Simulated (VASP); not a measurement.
A run of VASP 6.6.1 is set up as follows.

POSCAR

```
Fe
1.0
   -1.3395625374      1.3395625374      1.3395625374
    1.3395625374     -1.3395625374      1.3395625374
    1.3395625374      1.3395625374     -1.3395625374
Fe
1
Direct
    0.0000000000      0.0000000000      0.0000000000
```

The input INCAR.step1:

```
SYSTEM = Fe
ALGO = Normal ; EDIFF = 1E-7
ENCUT = 520 ; GGA = PE
ISIF = 2 ; ISMEAR = 0
ISPIN = 2 ; IVDW = 4
LASPH = .True. ; LCHARG = .True.
LDAU = .True. ; LDAUJ = 1
LDAUL = 2 ; LDAUPRINT = 1
LDAUTYPE = 2 ; LDAUU = 6
LMAXMIX = 4 ; LREAL = .False.
LWAVE = .False. ; MAGMOM = 3
NBANDS = 14 ; NELM = 120
PREC = Accurate ; SIGMA = 0.05
```

KPOINTS.step1

```
k-points
0
Gamma
  13 13 13
  0 0 0
```

File INCAR.step2:

```
SYSTEM = Fe
ALGO = Normal ; EDIFF = 1E-7
ENCUT = 520 ; GGA = PE
ICHARG = 11 ; ISIF = 2
ISMEAR = -5 ; ISPIN = 2
IVDW = 4 ; LASPH = .True.
LCHARG = .False. ; LDAU = .True.
LDAUJ = 1 ; LDAUL = 2
LDAUPRINT = 1 ; LDAUTYPE = 2
LDAUU = 6 ; LMAXMIX = 4
LORBIT = 11 ; LREAL = .False.
LWAVE = .False. ; MAGMOM = 3
NBANDS = 14 ; NEDOS = 1001
NELM = 120 ; PREC = Accurate
SIGMA = 0.05
```

Contents of KPOINTS.step2:

```
k-points
0
Gamma
  20 20 20
  0 0 0
```

Potentials or basis: VASP PAW PBE potentials, release 64 (Fe).

The run is started by

```console
$ cat potpaw_PBE.64/Fe/POTCAR > POTCAR
$ cp INCAR.step1 INCAR
$ cp KPOINTS.step1 KPOINTS
$ mpirun -np 1 vasp_std > vasp.out
$ cp INCAR.step2 INCAR
$ cp KPOINTS.step2 KPOINTS
$ mpirun -np 1 vasp_std > vasp.out
```

Question: Estimate the dispersion energy per atom.

Answer: -0.419 eV.

Question: What does it give for the net moment?

Answer: 2.65 μB per cell.

Question: Estimate the site moments.

Answer: Fe +2.70 μB.

States per cell in windows of 1 eV (zero at the Fermi level; states under -8 eV left out):
```
from (eV)    up  down  Fe1_d_up  Fe1_d_down  Fe1_p_down  Fe1_p_up  Fe1_s_down  Fe1_s_up
     -8.0  0.25  0.04      0.17        0.00        0.00      0.01        0.03      0.06
     -7.0  0.84  0.05      0.67        0.00        0.01      0.05        0.04      0.10
     -6.0  0.89  0.08      0.84        0.01        0.02      0.04        0.05      0.01
     -5.0  0.75  0.12      0.64        0.03        0.03      0.07        0.05      0.03
     -4.0  0.84  0.27      0.78        0.14        0.05      0.03        0.07      0.01
     -3.0  1.25  0.39      1.20        0.26        0.05      0.02        0.04      0.01
     -2.0  0.47  0.72      0.43        0.60        0.08      0.02        0.00      0.01
     -1.0  0.09  0.99      0.05        0.79        0.15      0.02        0.01      0.01
      0.0  0.10  0.29      0.05        0.23        0.05      0.04        0.00      0.02
      1.0  0.11  0.23      0.04        0.22        0.01      0.05        0.00      0.01
      2.0  0.11  0.59      0.04        0.56        0.01      0.05        0.00      0.01
      3.0  0.10  1.18      0.04        1.14        0.01      0.05        0.00      0.01
      4.0  0.09  0.47      0.03        0.44        0.02      0.04        0.01      0.01
      5.0  0.07  0.18      0.03        0.14        0.03      0.04        0.01      0.00
      6.0  0.05  0.14      0.02        0.09        0.04      0.03        0.01      0.00
      7.0  0.03  0.10      0.01        0.06        0.04      0.01        0.01      0.00
```

Caveat: the U is typed as a test and isn't derived for this compound. The state reached can hang on the start; a lower one may exist.
